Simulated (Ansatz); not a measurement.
Runs of Ansatz 0.2.0 on Mg. Symmetry: P6_3/mmc, No. 194, hexagonal system. Conventional cell: a = 3.177 Å, b = 3.177 Å, c = 10.319 Å, α = 90.00°, β = 90.00°, γ = 120.00°. Mg (site symmetry -6m2) is surrounded by 12 Mg at 3.17 to 3.18 Å. Mg (site symmetry -3m) has 12 Mg at 3.17 to 3.18 Å as nearest neighbours. 

```tsv
task	level	cell	k mesh	cutoff (eV)	smearing	points for each segment of the path	mesh quality	gap on the mesh (eV)	pressure (GPa)	relaxed volume (Å³/atom)
single point	PBE	as given	10 × 10 × 3	420	gaussian 0.011 eV	-	not flagged	none	1.0	-
band structure	HSE06	as given	5 × 5 × 2	420	fermi-dirac 0.05 eV	4	coarse	none	-	-
projected density of states	r2SCAN0	as given	6 × 6 × 2	500	fermi-dirac 0.05 eV	-	coarse	none	-	-
relaxation of cell and atoms	RPBE+D3(BJ)	relaxed	10 × 10 × 3	420	fermi-dirac 0.05 eV	-	not flagged	-	0.0	16.83
single point	PBE	as given	10 × 10 × 3	420	gaussian 0.025 eV	-	not flagged	none	1.0	-
band structure	LDA	as given	10 × 10 × 3	420	fermi-dirac 0.05 eV	14	not flagged	none	(a)	-
single point	HF	as given	5 × 5 × 2	420	fermi-dirac 0.05 eV	-	coarse	none	-	-
relaxation of cell and atoms	r2SCAN+rVV10	relaxed	10 × 10 × 3	500	fermi-dirac 0.05 eV	-	not flagged	none	0.0	22.61
```

Alike in all rows: potentials or basis Ansatz PAW; no spin polarisation.

Problem. Fill in the values left out.

Solution. (a) -1.3.

Caveats: some runs use coarse meshes; the PAW data sets come from PBE, with cores solved anew for the run's functional, which leaves a small shift of forces and pressure (some runs); the potentials were made for another functional, which shifts forces and pressure (some runs); the plane-wave basis is chosen anew once the cell has moved, so the energies of steps on either side of that aren't comparable (some runs); the density of states is complete only up to the lowest level of the last band computed (some runs); the volume moved by over 15 % at a fixed basis, so the end points are rough (some runs); pairwise dispersion overbinds metals, which lowers pressure and volume (some runs).

A k mesh can miss the band edges.

A gap of «none» marks a metal or a gap under the smearing width.

Not every run made on this cell is shown here.
